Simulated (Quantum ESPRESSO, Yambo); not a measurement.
# Quasiparticle gap of MgO (Fm-3m) in Yambo, part 2 of 3

Wanted: ground state, empty states, screening and self-energy for MgO (Fm-3m).

Quantum ESPRESSO 7.5 and Yambo 5.3.0; PBE and many-body steps on it, plane waves. Known limits of the many-body steps: not at the basis limit.

So far. Step 2 (Ground state): The gap is direct, at Γ. Step 3 (Bands along the symmetry lines): The gap is 4.895 eV, as in the run before at this level.

### Step 4. Empty states on the mesh, 6×6×6 mesh, 84 bands

Level of this step: DFT, PBE, plane waves, norm-conserving pseudopotentials (Quantum ESPRESSO).

The sums over transitions need many empty states on a uniform mesh; this step solves for them.

pw.in

```
&control
  calculation = 'nscf'
  prefix = 'x'
  outdir = 'o'
  pseudo_dir = 'pseudo'
/
&system
  ibrav = 0
  nat = 2
  ntyp = 2
  ecutwfc = 76.0
  nbnd = 84
  force_symmorphic = .true.
/
&electrons
  conv_thr = 1e-9
  electron_maxstep = 80
  diago_full_acc = .true.
  diago_thr_init = 5e-6
/
ATOMIC_SPECIES
  Mg 24.305 Mg.upf
  O 15.999 O.upf
CELL_PARAMETERS angstrom
  -0.0000000000 2.0970013927 2.0970013927
  2.0970013927 -0.0000000000 2.0970013927
  2.0970013927 2.0970013927 -0.0000000000
ATOMIC_POSITIONS crystal
  Mg 0.0000000000 0.0000000000 0.0000000000
  O 0.5000000000 0.5000000000 0.5000000000
K_POINTS automatic
  6 6 6 0 0 0
```

On the command line:

```sh
$ OMP_NUM_THREADS=1 mpirun -n 4 pw.x -nk 4 -in pw.in > pw.out
```

Output:

```text
[banner, memory and clock lines left out]
Program PWSCF v.7.5 starts

     Atomic positions and unit cell read from directory:
     o/x.save/

     Message from routine setup:
     using ibrav=0 with symmetry is DISCOURAGED, use correct ibrav instead

     G-vector sticks info

     bravais-lattice index     =            0
     lattice parameter (alat)  =       5.6042  a.u.
     unit-cell volume          =     124.4580 (a.u.)^3
     number of atoms/cell      =            2
     number of atomic types    =            2
     number of electrons       =        16.00
     number of Kohn-Sham states=           84
     kinetic-energy cutoff     =      76.0000  Ry
     charge density cutoff     =     304.0000  Ry
     Exchange-correlation= PBE
                           (   1   4   3   4   0   0   0)

     celldm(1)=   5.604187  celldm(2)=   0.000000  celldm(3)=   0.000000
     celldm(4)=   0.000000  celldm(5)=   0.000000  celldm(6)=   0.000000

     crystal axes: (cart. coord. in units of alat)
               a(1) = (  -0.000000   0.707107   0.707107 )
               a(2) = (   0.707107  -0.000000   0.707107 )
               a(3) = (   0.707107   0.707107  -0.000000 )

     reciprocal axes: (cart. coord. in units 2 pi/alat)
               b(1) = ( -0.707107  0.707107  0.707107 )
               b(2) = (  0.707107 -0.707107  0.707107 )
               b(3) = (  0.707107  0.707107 -0.707107 )
     Pseudo is Norm-conserving, Zval = 10.0
     Generated using ONCVPSP code by D. R. Hamann
     Using radial grid of 1510 points,  4 beta functions with:
     Pseudo is Norm-conserving + core correction, Zval =  6.0
     Generated using ONCVPSP code by D. R. Hamann
     Using radial grid of  936 points,  5 beta functions with:
     Mg               10.00    24.30500     Mg( 1.00)
     O                 6.00    15.99900     O ( 1.00)

     48 Sym. Ops., with inversion, found

   Cartesian axes

     site n.     atom                  positions (alat units)
         1        Mg     tau(   1) = (   0.0000000   0.0000000   0.0000000  )
         2        O      tau(   2) = (   0.7071068   0.7071068   0.7071068  )

     number of k points=    16
                       cart. coord. in units 2pi/alat
        k(    1) = (   0.0000000   0.0000000   0.0000000), wk =   0.0092593
        k(    2) = (   0.1178511   0.1178511  -0.1178511), wk =   0.0740741
        k(    3) = (   0.2357023   0.2357023  -0.2357023), wk =   0.0740741
[...]
[... 4 further rows ...]
        k(   15) = (  -0.1178511  -0.3535534   0.5892557), wk =   0.2222222
        k(   16) = (  -0.7071068   0.2357023   0.0000000), wk =   0.1111111

     Dense  grid:    11113 G-vectors     FFT dimensions: (  32,  32,  32)

     The potential is recalculated from file :
     o/x.save/charge-density

     Starting wfcs are    9 randomized atomic wfcs +   75 random wfcs

     Band Structure Calculation

     End of band structure calculation

          k = 0.0000 0.0000 0.0000 (  1411 PWs)   bands (ev):

   -64.1039 -30.8549 -30.8549 -30.8549  -9.0394   8.2133   8.2133   8.2133
    13.1082  24.2494  24.2494  24.2494  28.0510  30.0888  30.0888  32.7919
    32.7919  32.7919  46.8852  46.8852  46.8852  47.6505  59.3157  59.3157
[...]
155.5174 155.5174 155.5174 155.6992

          k = 0.1179 0.1179-0.1179 (  1399 PWs)   bands (ev):

[...]
149.1348 149.1348 149.9033 149.9033

          k = 0.2357 0.2357-0.2357 (  1399 PWs)   bands (ev):

[...]
120.3169 122.7992 122.7992 125.9276 125.9276 128.8727 131.9621 132.2841
   132.2841 134.1713 134.1713 136.5977 138.1297 138.1297 139.8111 145.9649
   148.3352 148.3352 149.8441 149.8441

          k =-0.3536-0.3536 0.3536 (  1404 PWs)   bands (ev):

     [... further k-points ...]

     highest occupied, lowest unoccupied level (ev):     8.2133   13.1082

     XML data file, pseudopotentials, collected wavefunctions
```

Wall time 3.2 s (4 MPI ranks of Arm Neoverse V1, shared host); peak memory 0.2 GiB.

This step gave:

```
gap                                                           : 4.895 eV
k of the valence top                                          : 0, 0, 0
k of the conduction bottom                                    : 0, 0, 0
least direct gap                                              : 4.895 eV
k points computed                                             : 16
lowest point of the top converged band, above the valence top : 135.4117 eV
```

On this mesh the gap is 4.895 eV.

### Step 5. Conversion and set-up

This step: Yambo 5.3.0; conversion and set-up on PBE, plane waves, norm-conserving pseudopotentials.

The states are converted to the many-body program's format and the q mesh is built.

On the command line:

```sh
$ (cd o/x.save; p2y > p2y.log; mv SAVE ../..); yambo > setup.log
```

Output:

```text
 Yambo, version 5.3.0

 [02] CORE Variables Setup
 =========================

  [02.01] Unit cells
  ==================

  Cell kind             :  FCC
  Atoms in the cell     :  Mg  O
  number of Mg atoms    :  1
  number of O  atoms    :  1

  List of atomic masses
  Mass of Mg    :  24.30500
  Mass of O     :  15.99900

  List of atomic coordinates    : [cc]
  Mg1       :  0.000000  0.000000  0.000000  order 1
  O1       :  3.962758  3.962758  3.962758  order 2

  Alat factors          :  3.962758  3.962758  3.962758 [a.u.]
  Direct lattice volume :  124.4580 [a.u.]
  Direct lattice vectors:  A[ 1 ]  A[ 2 ]  A[ 3 ]
   A[ 1 ]: -0.000000  1.000000  1.000000  [iru]
  -0.000000  3.962758  3.962758  [cc]
   A[ 2 ]:  1.000000 -0.000000  1.000000  [iru]
   3.962758 -0.000000  3.962758  [cc]
   A[ 3 ]:  1.000000  1.000000 -0.000000  [iru]
   3.962758  3.962758 -0.000000  [cc]

  Recip. lattice volume :  1.993044 [a.u.]
  Recip. lattice vectors:  B[ 1 ]  B[ 2 ]  B[ 3 ]
   B[ 1 ]: -0.500000  0.500000  0.500000  [iku]
  -0.792779  0.792779  0.792779  [cc]
   B[ 2 ]:  0.500000 -0.500000  0.500000  [iku]
   0.792779 -0.792779  0.792779  [cc]
   B[ 3 ]:  0.500000  0.500000 -0.500000  [iku]
   0.792779  0.792779 -0.792779  [cc]

  [02.02] Symmetries
  ==================

  Inversion symmetry    : yes
  Spatial inversion     : yes
  Inversion index       :  25
  K-space Time-reversal : no
  Magnetic symmetries   : no
  Group table correct   : yes
  Symmetries units      :  [cc]

   [S  1]:   1.0000      0.15689E-16  0.15689E-16  0.15689E-16   1.0000     -0.15689E-16 -0.15689E-16 -0.15689E-16   1.0000
   [S  2]:  -1.0000     -0.15689E-16  0.15689E-16 -0.15689E-16  -1.0000     -0.15689E-16  0.15689E-16  0.15689E-16   1.0000
   [S  3]:  -1.0000      0.15689E-16 -0.15689E-16 -0.15689E-16   1.0000      0.15689E-16  0.15689E-16 -0.15689E-16  -1.0000
[...]
[... 36 further rows ...]
   [S 47]:  0.15689E-16   1.0000     -0.15689E-16 -0.15689E-16  0.15689E-16  -1.0000       1.0000     -0.15689E-16  0.15689E-16
   [S 48]:  0.15689E-16  -1.0000      0.15689E-16 -0.15689E-16 -0.15689E-16   1.0000       1.0000      0.15689E-16 -0.15689E-16

  [02.03] Reciprocal space
  ========================

  nG shells         :  163
  nG charge         :  11113
  nG WFs            :  1866
  nC WFs            :  1411
  G-vecs. in first 16 shells:  [ Number ]
     1    9   15   27   51   59   65   89  113
   137  169  181  229  259  283  307
  ...
  Shell energy in first 16 shells:  [ mHa ]
    0.00000      942.748      1257.00      2514.00      3456.74      3770.99      5027.99      5970.74      6284.99
    7541.99      8484.74      10056.0      10998.7      11313.0      12570.0      13512.7
  ...

  [02.04] K-grid lattice
  ======================

  Compatible Grid is   : 3D
  Base K vectors       :  K_min[ 1 ]  K_min[ 2 ]  K_min[ 3 ]
[...]
WF components:  1396

  [02.05] Energies & Occupations
  ==============================

  [X] === General ===
  [X] Electronic Temperature                        :  0.000000  0.000000 [eV K]
  [X] Bosonic    Temperature                        :  0.000000  0.000000 [eV K]
  [X] Finite Temperature mode                       : no
  [X] El. density                                   :  0.86755E+24 [cm-3]
  [X] Fermi Level                                   :  8.213328 [eV]

  [X] === Gaps and Widths ===
  [X] Conduction Band Min                           :  4.894827 [eV]
  [X] Valence Band Max                              :  0.000000 [eV]
  [X] Filled Bands                                  :   8
  [X] Empty Bands                                   :    9   84
  [X] Direct Gap                                    :  4.894827 [eV]
  [X] Direct Gap localized at k                     :  1
  [X] Indirect Gap                                  :  4.894827 [eV]
  [X] Indirect Gap between kpts                     :  1  1
  [X] Last valence band width                       :  1.673728 [eV]
  [X] 1st conduction band width                     :  5.802527 [eV]

  E @ K [ 1]:  [eV]
   -72.3172     -39.0682     -39.0682     -39.0682     -17.2527    -0.175328E-8 -0.171610E-8   0.00000
    4.89483  16.03604  16.03604  16.03604  19.83771  21.87550  21.87550  24.57858
  occ @ K [ 1]
   2.000000  2.000000  2.000000  2.000000  2.000000  2.000000  2.000000  2.000000
[...]
E @ K [ 2]:  [eV]
[...]
occ @ K [ 2]
[...]
E @ K [ 3]:  [eV]
[...]
occ @ K [ 3]
[...]
E @ K [ 8]:  [eV]
[...]
occ @ K [ 8]
[...]
E @ K [ 9]:  [eV]
[...]
occ @ K [ 9]
[...]
E @ K [10]:  [eV]
[...]
occ @ K [10]
[...]
E @ K [11]:  [eV]
[...]
occ @ K [11]
[...]
E @ K [12]:  [eV]
[...]
occ @ K [12]
[...]
E @ K [13]:  [eV]
[...]
occ @ K [13]
[...]
E @ K [14]:  [eV]
[...]
occ @ K [14]
[...]
E @ K [15]:  [eV]
[...]
occ @ K [15]
[...]
E @ K [16]:  [eV]
[...]
occ @ K [16]
   2.000000  2.000000  2.000000  2.000000  2.000000  2.000000  2.000000  2.000000
   0.000000  0.000000  0.000000  0.000000  0.000000  0.000000  0.000000  0.000000

 [03] Transferred momenta grid and indexing
 ==========================================

 IBZ Q-points                                      :  16
 BZ  Q-points                                      :  216

 K/Q-points units:
 rlu = crystal or reduced units; cc = cartesian coordinates; iku = interal k-units

 Q [ 1]         [rlu]:  0.000000  0.000000  0.000000
 Q [ 2]         [rlu]:  0.26641E-17  0.26641E-17  0.16667
 Q [ 3]         [rlu]:  0.53282E-17  0.53282E-17  0.33333
[...]
Q [ 8]         [rlu]:  0.13140E-16  0.16667     -0.33333
 Q [ 9]         [rlu]: -0.33084E-16  0.16667     -0.16667
 Q [10]         [rlu]: -0.18077E-17  0.33333      0.33333
     [... 4 further rows ...]
 Q [15]         [rlu]:  0.166667  0.333333 -0.333333
 Q [16]         [rlu]:  0.166667 -0.500000 -0.333333

  [03.01] X indexes
  =================

   [03.01.01] Sigma indexes
   ========================

 [06] Game Over & Game summary
```

It took 1.9 s on 1 MPI rank; peak memory 0.23 GiB.

(Continued in part 3 of 3.)

[Paths, hosts, dates, memory and timing lines, banners, echoed tables and standing remarks are left out of the program output.]

[Logs are printed without paths, hosts, clocks, repeated set-up lines and the standing remarks that a program may print on its own settings, such as how far it seeks lower states.]

[Runs of the session that timed out or met a known fault of the program may be left out.]

[Hosts, paths, dates, database ids (printed as entryN), source tags and the programs' standing remarks are cut or masked in the printed files.]
